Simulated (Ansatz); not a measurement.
Write the native input for Ansatz 0.2.0 that does the following.

- Task: relaxation of cell and atoms
- Functional: PBE
- Dispersion: D3(BJ)-ATM
- Potentials or basis: Ansatz PAW
- Cutoff: 420 eV (not typed: the program's choice for these potentials)
- k mesh: 12 × 12 × 12
- Occupations: fermi-dirac, width 0.05 eV
- Spin: no spin polarisation

Pt:

```
CELL_PARAMETERS angstrom
-1.58217 1.58498 1.58466
1.60292 -1.57978 1.60020
1.56748 1.56509 -1.57945
ATOMIC_POSITIONS crystal
Pt 0.00000 0.00000 0.00000
```

This isn't the form of Pt at room conditions, which is fcc.

The cell isn't the ideal one: cell sheared at random, sigma 0.01, atoms nudged by 0.01 Å.

One way to write it, as run:

input.yaml

```yaml
crystal:
  lattice:
    - [-1.5821724, 1.58498199, 1.58465529]
    - [1.60291519, -1.57977957, 1.60019566]
    - [1.56748235, 1.56508952, -1.57945287]
  atoms:
    - { symbol: Pt, position: [0.0, 0.0, 0.0] }
hamiltonian:
  xc: pbe
  pseudopotentials: { kind: paw }
  dispersion: d3bjatm
kpoints:
  mp_grid: { grid: [12, 12, 12] }
scf:
  occupations: { method: fermi_dirac, width: 0.05 }
output:
  forces: true
  stress: true
  eigenvalues: true
  write_density: true
  write_potential: true
  elf: true
  volumetric_format: npy
relax:
  f_tol: 0.01
  max_steps: 40
  cell: { stress_tol: 0.05 }
```

Potentials or basis: Ansatz PAW.

Command:

```bash
$ ansatz run input.yaml --threads 2 --pin off --max-ram 5632MiB --backend cpu --events-out ev --progress --plain --runs-dir out
```

Results of the run:

The relaxed volume is 15.45 Å³/atom. The relaxed cell is a = 2.744 Å, b = 2.744 Å, c = 2.744 Å, α = 104.24°, β = 120.54°, γ = 104.23° and the space group after relaxing (to 0.05 Å) is I4/mmm (No. 139). The energy gained by relaxing is 100.3 meV/atom and the ionic steps are 13. The pressure after relaxing is 0.0 GPa and the band gap on the k mesh is none (metal or under the smearing width).

Caveat: the plane-wave basis is chosen anew once the cell has moved, so the energies of steps on either side of that aren't comparable; pairwise dispersion overbinds metals, which lowers pressure and volume.

Run time: 80 s on 2 threads of Arm Neoverse V2, with other jobs on the host, peak memory 0.47 GiB.
